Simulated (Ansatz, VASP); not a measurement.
**Ta: VASP beside Ansatz**

File INCAR:

```
PREC = Accurate ; ENCUT = 520
EDIFF = 1E-7 ; ISMEAR = 0
SIGMA = 0.02 ; LREAL = F
LASPH = T ; NELM = 100
ALGO = Fast ; ISIF = 2
LWAVE = F ; LCHARG = F
GGA = PE ; NBANDS = 12
```

File KPOINTS:

```
Automatic mesh
0
Gamma
  11 11 11
```

Contents of POSCAR:

```
Ta
1.0
   -1.6512800000      1.6512800000      1.6512800000
    1.6512800000     -1.6512800000      1.6512800000
    1.6512800000      1.6512800000     -1.6512800000
Ta
1
Direct
    0.0000000000      0.0000000000      0.0000000000
```

input.yaml

```yaml
crystal:
  lattice:
    - [-1.65128, 1.65128, 1.65128]
    - [1.65128, -1.65128, 1.65128]
    - [1.65128, 1.65128, -1.65128]
  atoms:
    - { symbol: Ta, position: [0.0, 0.0, 0.0] }
kpoints:
  mp_grid: { grid: [11, 11, 11] }
scf:
  occupations: { method: gaussian, width: 0.02 }
hamiltonian:
  xc: pbe
  pseudopotentials: { kind: all_electron, lapw: { basis_error: 0.001 } }
output:
  forces: true
  stress: true
  eigenvalues: true
```

Alike in both runs: task single point; functional PBE; k mesh 11 × 11 × 11; occupations gaussian, width 0.02 eV; no spin polarisation.

|  | VASP | Ansatz |
| --- | --- | --- |
| version | VASP 6.6.1 | Ansatz 0.2.0 |
| potentials or method | VASP PAW PBE potentials, release 64 (Ta_pv) | all-electron LAPW, scalar-relativistic |
| plane-wave cutoff (eV) | 520 | see its input |

|  | VASP | Ansatz | Ansatz less VASP |
| --- | --- | --- | --- |
| gap on the k mesh at the Fermi level (eV) | none | none | - |
| pressure (GPa) | 2.3 | 2.1 | -0.19 |

A gap of «none» marks a metal or a gap that the smearing closes. Ansatz ran all-electron here, so the differences hold the error of VASP's frozen core and of both bases.

The runs have no spin-orbit coupling, so splittings on Ta are missing.
